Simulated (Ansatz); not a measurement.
## CrCuO2 under changes of volume

One of the cells (10.911 Å³/atom); the others are scaled copies at fixed shape and fractional positions:

```
Cu Cr O
1.0
     1.48670    0.85835    5.70000
    -1.48670    0.85835    5.70000
     0.00000   -1.71669    5.70000
Cu Cr O
1 1 2
Direct
  0.00000 0.00000 0.00000
  0.50000 0.50000 0.50000
  0.89208 0.89208 0.89208
  0.10792 0.10792 0.10792
```

| Property | Result |
| --- | --- |
| Program | Ansatz 0.2.0 |
| Functional | PBE |
| Potentials or basis | Ansatz PAW |
| Cutoff | 420 eV (not typed: the program's choice for these potentials) |
| k mesh | 10 × 10 × 10 |
| Occupations | fermi-dirac, width 0.05 eV |
| Spin | collinear spin, ferromagnetic start |
| Starting moments | [0.6, 3.0, 0.0, 0.0] μB |

| volume (Å³/atom) | energy over the lowest point (meV/atom) | pressure (GPa) | gap on the mesh (eV) | largest force (eV/Å) |
| --- | --- | --- | --- | --- |
| 10.256 | 45.86 | 17.6 | 0.89 | 0.174 |
| 10.474 | 25.39 | 12.6 | 0.97 | 0.103 |
| 10.692 | 11.33 | 8.1 | 1.04 | 0.036 |
| 10.911 | 3.06 | 4.1 | 1.11 | 0.026 |
| 11.129 | 0.00 | 0.5 | 1.08 | 0.083 |
| 11.347 | ? | ? | ? | ? |
| 11.565 | 7.36 | -5.7 | 1.03 | 0.187 |

Problem. What does the run at 11.347 Å³/atom give?

Solution. Energy over the lowest point 1.58 meV/atom; pressure -2.8 GPa; gap on the mesh 1.06 eV; largest force 0.137 eV/Å.

Worked out: A Birch-Murnaghan fit of order 3 (a polynomial in V^(-2/3)) to the other rows has its minimum at 11.16 Å³/atom with B0 = V·E''(V) = 172 GPa and B' = 4.5 at fixed shape and positions, which overstates the stiffness. It gives 1.59 meV/atom at 11.347 Å³/atom, against the run's 1.58, and -dE/dV = -2.8 GPa, against -2.8. A parabola through the other rows of the gap, of slope -1.65 eV per unit of ln V there, gives 1.07 eV, against the run's 1.06.

Energies are extrapolated to zero smearing.

Caveats: only a ferromagnetic start was run, and an antiferromagnetic order may lie lower in energy.

A mesh can miss the band edges.
